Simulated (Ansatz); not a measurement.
# Ga2O3: the cost of one run

Computed with Ansatz 0.2.0 (DFT PBE, scalar-relativistic, plane waves, PAW, unless a step's input says otherwise).

1 further run of the same task is left out (it didn't finish).

## (1) The system as given

The structure is trigonal, space group R-3m (No. 166). Conventional cell: a = 4.861 Å, b = 4.861 Å, c = 8.984 Å, α = 90.00°, β = 90.00°, γ = 120.00°. Ga (site symmetry 3m) is surrounded by 3 O at 1.89 Å. Around O (site symmetry 2/m) lie 2 Ga at 1.89 Å.

Structure file:

```cif
data_structure
_symmetry_space_group_name_H-M 'P 1'
_symmetry_Int_Tables_number 1
_cell_length_a 4.1043
_cell_length_b 4.1043
_cell_length_c 4.1043
_cell_angle_alpha 72.628
_cell_angle_beta 72.628
_cell_angle_gamma 72.628
_cell_volume 61.29
loop_
_atom_site_label
_atom_site_type_symbol
_atom_site_fract_x
_atom_site_fract_y
_atom_site_fract_z
_atom_site_occupancy
Ga1 Ga 0.19219 0.19219 0.19219 1
Ga2 Ga 0.80781 0.80781 0.80781 1
O1 O 0.50000 0.50000 0.00000 1
O2 O 0.00000 0.50000 0.50000 1
O3 O 0.50000 0.00000 0.50000 1
```

A structure generator made this guess: random cell by space group and Wyckoff sites (R-3m, No. 166). Its size is a rough estimate.

## (2) Probe: one point on a coarse mesh

Contents of input.yaml:

```yaml
crystal:
  lattice:
    - [2.43061576, 1.40331666, 2.99472222]
    - [-2.43061576, 1.40331666, 2.99472222]
    - [0.0, -2.80663333, 2.99472222]
  atoms:
    - { symbol: Ga, position: [0.19219169, 0.19219169, 0.19219169] }
    - { symbol: Ga, position: [0.80780831, 0.80780831, 0.80780831] }
    - { symbol: O, position: [0.5, 0.5, 0.0] }
    - { symbol: O, position: [0.0, 0.5, 0.5] }
    - { symbol: O, position: [0.5, 0.0, 0.5] }
basis:
  ecutwfc: 420
kpoints:
  mp_grid: { grid: [6, 6, 6] }
hamiltonian:
  xc: pbe
scf:
  occupations: { method: gaussian, width: 0.1 }
  lower_state_search: "off"
output:
  forces: true
  stress: true
  eigenvalues: true
```

Launch:

```
ansatz run input.yaml --threads 1 --pin off --max-ram 2560MiB --backend cpu --events-out ev --progress --plain --runs-dir out
```

**Question.** How long does this run take on 1 thread of Intel Xeon Platinum 8259CL at 2.50GHz (Skylake/Cascade Lake), shared host, and how much memory does it need?

About 3 s, with a peak of 0.38 GiB.
